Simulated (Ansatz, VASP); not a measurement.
**One calculation of Zn, two programs**

```
Zn
1.0
    -1.58387    1.58387    1.58387
     1.58387   -1.58387    1.58387
     1.58387    1.58387   -1.58387
Zn
1
Direct
  0.00000 0.00000 0.00000
```

Alike in both runs: task single point; functional revPBE; k mesh 16 × 16 × 16; occupations fermi-dirac, width 0.1 eV; no spin polarisation.

```csv
,VASP,Ansatz
version,VASP 6.6.1,Ansatz 0.2.0
potentials or method,"VASP PAW PBE potentials, release 64 (Zn)","plane waves (420 eV) with PAW, scalar-relativistic"
plane-wave cutoff (eV),520,420
valence electrons in the cell,12,12
```

```csv
,VASP,Ansatz,Ansatz less VASP
pressure (GPa),0.4,0.2,-0.21
```

Caveats: the PAW data sets were made with another functional, which shifts forces and pressure a little (VASP).
